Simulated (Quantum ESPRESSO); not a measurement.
## TePt under changes of volume

One of the cells (22.651 Å³/atom); the others are scaled copies at fixed shape and fractional positions:

```
CELL_PARAMETERS angstrom
1.98157 1.14406 6.66103
-1.98157 1.14406 6.66103
0.00000 -2.28812 6.66103
ATOMIC_POSITIONS crystal
Pt 0.12967 0.12967 0.12967
Pt 0.87033 0.87033 0.87033
Te 0.40200 0.40200 0.40200
Te 0.59800 0.59800 0.59800
```

| Item | Value |
| --- | --- |
| Program | Quantum ESPRESSO 7.5 |
| Functional | LDA |
| Potentials or basis | GBRV 1.5 LDA |
| Cutoff | 612 eV |
| Density cutoff | 4898 eV |
| k mesh | 8 × 8 × 8 |
| Occupations | fermi-dirac, width 0.05 eV |
| Spin | no spin polarisation |

```tsv
volume (Å³/atom)	energy over the lowest point (meV/atom)	pressure (GPa)
21.292	27.56	8.2
21.745	9.05	4.5
22.198	0.24	1.3
22.651	0.00	-1.5
23.104	7.34	-4.0
23.557	21.39	-6.2
24.010	?	?
```

Problem. What does the run at 24.010 Å³/atom give?

Solution. Energy over the lowest point 41.29 meV/atom; pressure -8.2 GPa.

Worked out: A Birch-Murnaghan fit of order 3 (a polynomial in V^(-2/3)) to the other rows has its minimum at 22.44 Å³/atom with B0 = V·E''(V) = 141 GPa and B' = 5.1 at fixed shape and positions, which overstates the stiffness. It gives 41.36 meV/atom at 24.010 Å³/atom, against the run's 41.29, and -dE/dV = -8.0 GPa, against -8.2.

Energies are extrapolated to zero smearing.
